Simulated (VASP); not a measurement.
# CuI (Marshite) (F-43m) in VASP: further runs, part 3 of 3

VASP 6.6.1. Earlier steps stand in the parts before.

**6. Relaxation of cell and atoms, PBEsol**

This run uses another cell than the first one, of 26.28 Å³/atom, 0.943 times its volume.

INCAR

```
ALGO = Normal
EDIFF = 1E-7
EDIFFG = -0.005
ENCUT = 600
GGA = PS
IBRION = 2
ISIF = 3
ISMEAR = 0
LASPH = T
LCHARG = F
LREAL = F
LWAVE = F
NELM = 80
NSW = 90
PREC = Accurate
SIGMA = 0.03
```

KPOINTS

```
k-points
0
Gamma
  8 8 8
```

POSCAR

```
CuI                                     
1.0
   -0.0000000000      2.9729987622      2.9729987622
    2.9729987622      0.0000000000      2.9729987622
    2.9729987622      2.9729987622     -0.0000000000
  Cu              I             
     1     1
Direct
     0.2500000000000000    0.2500000000000000    0.2500000000000000
     0.0000000000000000    0.0000000000000000    0.0000000000000000
```

Potentials or basis: VASP PAW PBE potentials, release 64 (Cu, I).

Launch:

```bash
cat potpaw_PBE.64/Cu/POTCAR potpaw_PBE.64/I/POTCAR > POTCAR
mpirun -np 1 vasp_std > vasp.out
```

OUTCAR:

```text
EDIFF = 1E-7
   EDIFFG = -0.005
   ENCUT = 600
   GGA = PS
   IBRION = 2
   ISIF = 3
   ISMEAR = 0
   LASPH = T
   LREAL = F
   NELM = 80
   NSW = 90
   PREC = Accurate

 ion  position               nearest neighbor table
   1  0.250  0.250  0.250-   2 2.57   2 2.57   2 2.57   2 2.57
   2  0.000  0.000  0.000-   1 2.57   1 2.57   1 2.57   1 2.57

  LATTYP: Found a face centered cubic cell.
 ALAT       =     5.9459975244

  Lattice vectors:

 A1 = (   0.0000000000,   2.9729987622,   2.9729987622)
 A2 = (   2.9729987622,   0.0000000000,   2.9729987622)
 A3 = (   2.9729987622,   2.9729987622,   0.0000000000)

Analysis of symmetry for initial positions (statically):
=====================================================================
 Subroutine PRICEL returns:
 Original cell was already a primitive cell.

 Routine SETGRP: Setting up the symmetry group for a
 face centered cubic supercell.

 Subroutine GETGRP returns: Found 24 space group operations
 (whereof 24 operations were pure point group operations)
 out of a pool of 48 trial point group operations.

The static configuration has the point symmetry T_d .

Analysis of symmetry for dynamics (positions and initial velocities):
=====================================================================
 Subroutine PRICEL returns:
 Original cell was already a primitive cell.

 Routine SETGRP: Setting up the symmetry group for a
 face centered cubic supercell.

 Subroutine GETGRP returns: Found 24 space group operations
 (whereof 24 operations were pure point group operations)
 out of a pool of 48 trial point group operations.

The dynamic configuration has the point symmetry T_d .

 Subroutine INISYM returns: Found 24 space group operations
 (whereof 24 operations are pure point group operations),
 and found     1 'primitive' translations

----------------------------------------------------------------------------------------

                                     Primitive cell

  volume of cell :      52.5550

  direct lattice vectors                    reciprocal lattice vectors
     0.000000000  2.972998762  2.972998762    -0.168180359  0.168180359  0.168180359
     2.972998762  0.000000000  2.972998762     0.168180359 -0.168180359  0.168180359
     2.972998762  2.972998762  0.000000000     0.168180359  0.168180359 -0.168180359

  length of vectors
     4.204455170  4.204455170  4.204455170     0.291296927  0.291296927  0.291296927

  position of ions in fractional coordinates (direct lattice)
     0.250000000  0.250000000  0.250000000
     0.000000000  0.000000000  0.000000000

  ion indices of the primitive-cell ions
   primitive index   ion index
                 1           1
                 2           2

----------------------------------------------------------------------------------------

 KPOINTS: k-points

Automatic generation of k-mesh.
 Grid dimensions read from file:
 generate k-points for:    8    8    8

 Generating k-lattice:

  Cartesian coordinates                     Fractional coordinates (reciprocal lattice)
    -0.021022545  0.021022545  0.021022545     0.125000000  0.000000000  0.000000000
     0.021022545 -0.021022545  0.021022545     0.000000000  0.125000000  0.000000000
[... 44 lines left out ...]
   dimension x,y,z NGXF=    72 NGYF=   72 NGZF=   72
   ions per type =               1   1
   NGX,Y,Z   is equivalent  to a cutoff of  14.23, 14.23, 14.23 a.u.
   NGXF,Y,Z  is equivalent  to a cutoff of  28.47, 28.47, 28.47 a.u.
 SYSTEM =  unknown system
   PREC   = accura    normal or accurate (medium, high low for compatibility)
   ISTART =      0    job   : 0-new  1-cont  2-samecut
   ICHARG =      2    charge: 1-file 2-atom 10-const
   ISPIN  =      1    spin polarized calculation?
   LNONCOLLINEAR =      F non collinear calculations
   LSORBIT =      F    spin-orbit coupling
   LASPH  =      T    aspherical Exc in radial PAW
   ENCUT  =  600.0 eV  44.10 Ry    6.64 a.u.   8.40  8.40  8.40*2*pi/ulx,y,z
   NELM   =     80;   NELMIN=  2; NELMDL= -5     # of ELM steps
   EDIFF  = 0.1E-06   stopping-criterion for ELM
   LREAL  =      F    real-space projection
   EDIFFG = -.5E-02   stopping-criterion for IOM
   NSW    =     90    number of steps for IOM
   IBRION =      2    ionic relax: 0-MD 1-quasi-New 2-CG
   NFREE  =      1    steps in history (QN), initial steepest desc. (CG)
   ISIF   =      3    stress and relaxation
   ISYM   =      2    0-nonsym 1-usesym 2-fastsym
   POTIM  = 0.5000    time-step for ionic-motion
   TEBEG  =    0.0;   TEEND  =   0.0 temperature during run
   PSTRESS=    0.0 pullay stress
   NELECT =      18.0000    total number of electrons
   NUPDOWN=      -1.0000    fix difference up-down
   EMIN   =  10.00;   EMAX   =-10.00  energy-range for DOS
   EFERMI =   0.00;   METHOD = LEGACY
   ISMEAR =     0;   SIGMA  =   0.03  broadening in eV -4-tet -1-fermi 0-gaus
   EFERMI_NEDOS =   21; number of points for ismear=-14 and -15
   IALGO  =     38    algorithm
   IMIX   =      4    mixing-type and parameters
     AMIX     =   0.40;   BMIX     =  1.00
     AMIX_MAG =   1.60;   BMIX_MAG =  1.00
  volume/ion in A,a.u.               =      26.28       177.33
  Fermi-wavevector in a.u.,A,eV,Ry     =   1.145410  2.164511 17.850352  1.311964
  Thomas-Fermi vector in A             =   2.282098
   LORBIT       =      0    0 simple, 1 ext, 2 COOP (PROOUT), +10 PAW based schemes
   GGA     = PS    functional components
   LHFCALC =     F    Hartree Fock is set to
   AEXX    =    0.0000 exact exchange contribution
   IVDW    =     0    specifies the selected vdW correction
   LEPSILON=     F    determine dielectric tensor
   LRPA    =     F    only Hartree local field effects (RPA)
 conjugate gradient relaxation of ions
 non-spin polarized calculation
 Gauss-broadening in eV      SIGMA  =   0.03
  energy-cutoff  :      600.00
  volume of cell :       52.56
 maximum number of plane-waves:      1807
 NGX is ok and might be reduce to    36
   NGX = 17   NGY = 17   NGZ = 17

 number of electron      17.9999991 magnetization

 Free energy of the ion-electron system (eV)
  ---------------------------------------------------
  ext. energy  EPLUGINS =         0.00000000
  ---------------------------------------------------
  free energy    TOTEN  =        -6.32073521 eV

  energy without entropy =       -6.32073521  energy(sigma->0) =       -6.32073521

 E-fermi :   5.1001     XC(G=0):  -9.4112

 val. band max:        4.9332211163   @ k =   0.0000   0.0000   0.0000
 cond. band min:       6.1200255983   @ k =   0.0000   0.0000   0.0000
 fundamental gap:      1.1868044820
 Fermi energy:         5.1000767700

 k-point     1 :       0.0000    0.0000    0.0000
  band No.  band energies     occupation
      1      -9.4157      2.00000
      2       1.0120      2.00000
      3       1.0120      2.00000
      4       1.0120      2.00000
      5       2.8046      2.00000
      6       2.8046      2.00000
      7       4.9332      2.00000
      8       4.9332      2.00000
      9       4.9332      2.00000
     10       6.1200      0.00000
     11       9.6964      0.00000
     12       9.6964      0.00000
     13       9.6964      0.00000
[... 354 lines left out ...]
  band No.  band energies     occupation
      1      -8.6607      2.00000
      2      -0.7567      2.00000
      3       0.4540      2.00000
      4       1.0082      2.00000
      5       2.7300      2.00000
      6       2.8154      2.00000
      7       2.9421      2.00000
      8       3.4280      2.00000
      9       3.7714      2.00000
     10       8.4993      0.00000
     11       9.4455      0.00000
     12      11.1878      0.00000
     13      12.3919      0.00000

 [... further k-points ...]

------------------------ aborting loop because EDIFF is reached ----------------------------------------

  FORCE on cell =-STRESS in cart. coord.  units (eV):
  Direction    XX          YY          ZZ          XY          YZ          ZX
  --------------------------------------------------------------------------------------
  -------------------------------------------------------------------------------------
  Total       -0.0083263     -0.0083263     -0.0083263      0.0000000      0.0000000      0.0000000
  in kB       -0.2538336     -0.2538336     -0.2538336      0.0000000      0.0000000      0.0000000
  external PRESSURE =      -0.2538336 kB  Pullay stress =       0.0000000 kB

 VOLUME and BASIS-vectors are now :
 -----------------------------------------------------------------------------
  energy-cutoff  :      600.00
  volume of cell :       52.56
      direct lattice vectors                 reciprocal lattice vectors
     0.000000000  2.972998762  2.972998762    -0.168180359  0.168180359  0.168180359
     2.972998762  0.000000000  2.972998762     0.168180359 -0.168180359  0.168180359
     2.972998762  2.972998762  0.000000000     0.168180359  0.168180359 -0.168180359

 POSITION                                       TOTAL-FORCE (eV/Angst)
 -----------------------------------------------------------------------------------
      1.48650      1.48650      1.48650        -0.000000     -0.000000     -0.000000
      0.00000      0.00000      0.00000         0.000000      0.000000      0.000000
 -----------------------------------------------------------------------------------
    total drift:                                0.000000      0.000000      0.000000

  FREE ENERGIE OF THE ION-ELECTRON SYSTEM (eV)
  ---------------------------------------------------
  free  energy   TOTEN  =        -6.3207352089 eV

  energy  without entropy=       -6.3207352089  energy(sigma->0) =       -6.32073521

 reached required accuracy - stopping structural energy minimisation
```

CONTCAR:

```text
CuI
   1.00000000000000
     0.0000000000000000    2.9729987622000000    2.9729987622000000
     2.9729987622000000    0.0000000000000000    2.9729987622000000
     2.9729987622000000    2.9729987622000000    0.0000000000000000
  Cu              I
     1     1
Direct
     0.2500000000000000    0.2500000000000000    0.2500000000000000
     0.0000000000000000    0.0000000000000000    0.0000000000000000

  0.00000000E+00  0.00000000E+00  0.00000000E+00
  0.00000000E+00  0.00000000E+00  0.00000000E+00
```

Wall time 19 s (1 thread of Intel Xeon 6975P-C (Granite Rapids), shared host); peak memory 0.21 GiB.

Results:

```
Free energy             : -6.3207 eV
Pressure after relaxing : 0.0 GPa
Band gap on the k mesh  : 1.19 eV, direct
```

Final structure:
```yaml
crystal:
  lattice:
    - [0.00000, 2.97300, 2.97300]
    - [2.97300, 0.00000, 2.97300]
    - [2.97300, 2.97300, 0.00000]
  atoms:
    - { symbol: Cu, position: [0.25000, 0.25000, 0.25000] }
    - { symbol: I, position: [0.00000, 0.00000, 0.00000] }
```

Levels at points of the mesh, in eV from the valence-band top:
| k point | band 6 | band 7 | band 8 | band 9 | band 10 | band 11 | band 12 | band 13 |
| --- | --- | --- | --- | --- | --- | --- | --- | --- |
| (0.00, 0.00, 0.00) | -2.13 | 0.00 | 0.00 | 0.00 | 1.19 | 4.76 | 4.76 | 4.76 |
| (0.50, 0.00, 0.00) | -2.10 | -2.05 | -0.81 | -0.81 | 2.13 | 5.32 | 5.32 | 7.33 |
| (0.50, 0.50, 0.00) | -2.06 | -2.03 | -1.73 | -1.73 | 2.48 | 2.81 | 9.49 | 10.02 |

Caveat: the relaxation stopped at its first step, so nothing moved; the PAW data sets were made with another functional, which shifts forces and pressure a little; spin-orbit coupling is left out, which moves the levels of the heavy elements.

**7. Overview**

```csv
task,level,cell,gap on the mesh (eV),pressure (GPa)
relaxation of the atoms,r2SCAN,atoms relaxed from: a relaxed cell with its volume scaled by 1.06,1.51,-2.2
relaxation of cell and atoms,PBE+D3(BJ),relaxed,1.27,0.0
relaxation of cell and atoms,PBEsol,relaxed,1.19,0.0
```

Alike in all rows: potentials or basis VASP PAW PBE potentials, release 64 (Cu, I); no spin polarisation; k mesh 8 × 8 × 8; cutoff (eV) 600; smearing gaussian 0.03 eV.

Caveats: the relaxation stopped at its first step, so nothing moved; spin-orbit coupling is left out, which moves the levels of the heavy elements; the PAW data sets were made with another functional, which shifts forces and pressure a little (some runs).

Absolute energies hang on the potentials; compare differences alone.
